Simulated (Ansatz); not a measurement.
# HfN in Ansatz: the effect of functional

HfN:

```xyz
2
Lattice="0.0000 2.4548 2.4548 2.4548 0.0000 2.4548 2.4548 2.4548 0.0000" Properties=species:S:1:pos:R:3 pbc="T T T"
Hf    0.0000    0.0000    0.0000
N     1.2274    1.2274    1.2274
```

The cell comes from a database or a generator and needn't be the stable form of this composition.

Alike in all runs:

- Program: Ansatz 0.2.0
- Potentials or basis: Ansatz PAW
- k mesh: 5 × 5 × 5
- Occupations: fermi-dirac, width 0.05 eV
- Spin: no spin polarisation

```csv
functional,cutoff,pressure (GPa)
LDA,420 eV (not typed: the program's choice for these potentials),-9.1
PBEsol,420 eV (not typed: the program's choice for these potentials),?
r2SCAN,500 eV (not typed: the program's choice for these potentials),-1.7
HSE06,420 eV (not typed: the program's choice for these potentials),-1.5
PBE0,420 eV (not typed: the program's choice for these potentials),-1.7
r2SCAN0,500 eV (not typed: the program's choice for these potentials),-3.0
```

Question: What does the run with functional PBEsol give?

Answer: Pressure -4.6 GPa.

Caveats: all runs use coarse meshes; the PAW data sets come from PBE, with cores solved anew for the run's functional, which leaves a small shift of forces and pressure; the thresholds are loose for stress (some runs).
